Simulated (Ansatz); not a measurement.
# SiNi3: single point with PBEsol

Crystal: SiNi3.

```
CELL_PARAMETERS angstrom
3.54200 0.00000 0.00000
0.00000 3.54200 0.00000
0.00000 0.00000 3.54200
ATOMIC_POSITIONS crystal
Ni 0.50000 0.50000 0.00000
Ni 0.50000 0.00000 0.50000
Ni 0.00000 0.50000 0.50000
Si 0.00000 0.00000 0.00000
```

```yaml
Program: Ansatz 0.2.0
Task: single point
Functional: PBEsol
Potentials_or_basis: Ansatz PAW
Cutoff: "420 eV (not typed: the program's choice for these potentials)"
k_mesh: 8 × 8 × 8
Occupations: fermi-dirac, width 0.05 eV
Spin: collinear spin, antiferromagnetic start
Starting_moments: "[1.0, -1.0, 1.0, 0.0] μB"
```

| Property | Result |
| --- | --- |
| Pressure | -14.1 GPa |
| Band gap on the k mesh | none (metal or under the smearing width) |
| Net moment | 0.00 μB per cell |
| Absolute moment | 0.00 μB per cell |

Levels at points of the mesh, in eV from the Fermi level:
Spin up:
```tsv
k point	band 26	band 27	band 28	band 29	band 30	band 31	band 32	band 33
(0.00, 0.00, 0.00)	-0.59	-0.59	-0.28	0.03	0.03	0.03	4.52	6.15
(0.00, 0.00, -0.50)	-1.24	-1.10	-0.52	0.03	3.49	3.49	4.88	5.12
(0.00, -0.50, 0.00)	-1.24	-1.10	-0.52	0.03	3.49	3.49	4.88	5.12
(0.00, -0.50, -0.50)	-1.38	-1.07	-0.98	-0.92	0.62	0.62	5.42	6.13
(-0.50, 0.00, -0.50)	-1.38	-1.07	-0.98	-0.92	0.62	0.62	5.42	6.13
(-0.50, -0.50, -0.50)	-1.19	-1.19	-0.47	-0.20	-0.20	-0.20	1.10	3.83
```
Spin down:
```tsv
k point	band 26	band 27	band 28	band 29	band 30	band 31	band 32	band 33
(0.00, 0.00, 0.00)	-0.59	-0.59	-0.28	0.03	0.03	0.03	4.52	6.15
(0.00, 0.00, -0.50)	-1.24	-1.10	-0.52	0.03	3.49	3.49	4.88	5.12
(0.00, -0.50, 0.00)	-1.24	-1.10	-0.52	0.03	3.49	3.49	4.88	5.12
(0.00, -0.50, -0.50)	-1.38	-1.07	-0.98	-0.92	0.62	0.62	5.42	6.13
(-0.50, 0.00, -0.50)	-1.38	-1.07	-0.98	-0.92	0.62	0.62	5.42	6.13
(-0.50, -0.50, -0.50)	-1.19	-1.19	-0.47	-0.20	-0.20	-0.20	1.10	3.83
```

Run time: 30 s on 2 threads of Arm Neoverse V2 (shared host), peak memory 0.55 GiB.

Caveat: the PAW data sets come from PBE, with cores solved anew for the run's functional, which leaves a small shift of forces and pressure; the starting moments weren't kept.
